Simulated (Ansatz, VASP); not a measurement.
One calculation of NiSb (Breithauptite), two programs

```xyz
4
Lattice="3.9280 0.0000 0.0000 -1.9640 3.4017 0.0000 0.0000 0.0000 5.0176" Properties=species:S:1:pos:R:3 pbc="T T T"
Sb    1.9640    1.1339    3.7632
Sb    0.0000    2.2678    1.2544
Ni    0.0000    0.0000    2.5088
Ni    0.0000    0.0000    0.0000
```

Alike in both runs: task single point; functional PBEsol; k mesh 7 × 7 × 5; occupations fermi-dirac, width 0.05 eV; collinear spin.

|  | VASP | Ansatz |
| --- | --- | --- |
| version | VASP 6.6.1 | Ansatz 0.2.0 |
| potentials or method | VASP PAW PBE potentials, release 64 (Sb, Ni) | Ansatz PAW |
| plane-wave cutoff (eV) | 520 | 420 |
| valence electrons in the cell | 30 | 66 |

Ansatz gave:

```
gap on the k mesh at the Fermi level (eV)       : none
pressure (GPa)                                  : 0.6
largest component of the traceless stress (GPa) : 1.26
net moment per atom (μB)                        : 0.00
```

Question: Which values does VASP return?

Answer: gap on the k mesh at the Fermi level (eV): none; pressure (GPa): 0.7; largest component of the traceless stress (GPa): 1.34; net moment per atom (μB): 0.00.

A gap of «none» marks a metal or a gap that the smearing closes. With one functional, cell and mesh, what is left measures potentials, basis and numerics. The two sets of potentials don't hold the same shells in valence.

Caveats: the PAW data sets were made with another functional, which shifts forces and pressure a little (VASP); the PAW data sets come from PBE, with cores solved anew for the run's functional, which leaves a small shift of forces and pressure (Ansatz); the starting moments weren't kept (Ansatz). The runs have no spin-orbit coupling, so splittings on Sb are missing.
